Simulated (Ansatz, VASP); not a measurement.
## Two plane-wave programs on Ge

```
Ge
1.0
     2.73655    0.00000    0.00000
     0.00000    2.73655    0.00000
     0.00000    0.00000    2.73655
Ge
1
Direct
  0.00000 0.00000 0.00000
```

Alike in both runs: functional RPBE; k mesh 11 × 11 × 11; occupations fermi-dirac, width 0.1 eV; no spin polarisation.

Ansatz relaxed the structure, and its values are those at the end. VASP's run is a single point on that final structure, the one shown.

```csv
,VASP,Ansatz
version,VASP 6.6.1,Ansatz 0.2.0
potentials or method,"VASP PAW PBE potentials, release 64 (Ge_d)","plane waves (420 eV) with PAW, scalar-relativistic"
plane-wave cutoff (eV),520,420
valence electrons in the cell,14,14
```

```csv
,VASP,Ansatz,Ansatz less VASP
pressure (GPa),-0.2,0.0,+0.15
```

Caveats: the PAW data sets were made with another functional, which shifts forces and pressure a little (VASP).
